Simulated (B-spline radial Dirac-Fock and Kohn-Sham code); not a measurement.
# Ionisation energies of krypton ions, computed and tabulated

Calculated with an atomic code on a B-spline grid, using relaxed Dirac-Fock hole states (ΔSCF) with Breit and QED corrections and a finite nucleus. Each value is the difference of the configuration-average energies of two neighbouring ions in their tabulated ground configurations. Correlation and solid-state effects are left out. NIST's values refer to the lowest levels; many for high charge states are themselves semi-empirical or theoretical. Where a p, d or f shell is open in either ion the computed value averages over both j values and all terms, while the table refers to the lowest levels; that difference holds spin-orbit splitting (largest in heavy or highly charged ions), term energies where several electrons share open shells, and correlation, and it can reach 10 % or more.

| ion | configuration | computed (eV) | NIST (eV) | kind | NIST − computed (eV) |
| --- | --- | --- | --- | --- | --- |
| Kr | [Ar] 3d10 4s2 4p6 | 13.24 | 13.99961 | measured | +0.76 |
| Kr⁺ | [Ar] 3d10 4s2 4p5 | 24.15 | 24.35984 | measured | +0.21 |
| Kr²⁺ | [Ar] 3d10 4s2 4p4 | 36.07 | 35.838 ± 0.02 | measured | -0.23 |
| Kr³⁺ | [Ar] 3d10 4s2 4p3 | 48.87 | 50.85 ± 0.11 | measured | +1.98 |
| Kr⁴⁺ | [Ar] 3d10 4s2 4p2 | 62.48 | 64.69 ± 0.2 | semi-empirical | +2.21 |
| Kr⁵⁺ | [Ar] 3d10 4s2 4p1 | 76.83 | 78.49 ± 0.2 | semi-empirical | +1.66 |
| Kr⁶⁺ | [Ar] 3d10 4s2 | 107.0 | 109.13 ± 0.05 | theoretical | +2.18 |
| Kr⁷⁺ | [Ar] 3d10 4s1 | 124.6 | 125.802 | measured | +1.17 |
| Kr⁸⁺ | [Ar] 3d10 | 231.9 | 233 ± 0.7 | semi-empirical | +1.11 |
| Kr⁹⁺ | [Ar] 3d9 | 270.2 | 268 ± 3 | theoretical | -2.15 |
| Kr¹⁰⁺ | [Ar] 3d8 | 310.2 | 308 ± 3 | theoretical | -2.23 |
| Kr¹¹⁺ | [Ar] 3d7 | 352.1 | 350 ± 3 | theoretical | -2.06 |

**Question.** Where in this range is the largest relative jump, and why?

**Answer.** From Kr⁷⁺ (124.6 eV) to Kr⁸⁺ (231.9 eV), a factor of 1.86. The configuration goes from [Ar] 3d10 4s1 to [Ar] 3d10, so the next electron comes out of a deeper subshell.
